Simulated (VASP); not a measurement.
# Pd: equation of state with PBE

Crystal: Pd.

```
Pd
1.0
     0.00000    1.94650    1.94650
     1.94650    0.00000    1.94650
     1.94650    1.94650    0.00000
Pd
1
Direct
  0.00000 0.00000 0.00000
```

```yaml
Program: VASP 6.6.1
Task: equation of state
Functional: PBE
Potentials_or_basis: VASP PAW PBE potentials, release 64 (Pd)
Cutoff: 520 eV
k_mesh: 12 × 12 × 12
Occupations: fermi-dirac, width 0.05 eV
Spin: no spin polarisation
```

- Equilibrium volume: 15.29 Å³/atom
- Bulk modulus: 168 GPa
- Pressure derivative of the bulk modulus: 5.4

Energy against volume, from the lowest point:
```tsv
volume (Å³/atom)	energy (meV/atom)
13.865	86.09
14.160	51.77
14.455	27.10
14.750	10.87
15.045	2.13
15.340	0.00
15.635	3.73
```

All runs of the series together: 56 s on 1 thread of AMD EPYC 9R45 (Zen 5), with other jobs on the host.

PBE usually gives volumes a little too large and moduli too small. Zero-point motion and thermal expansion aren't in these numbers.
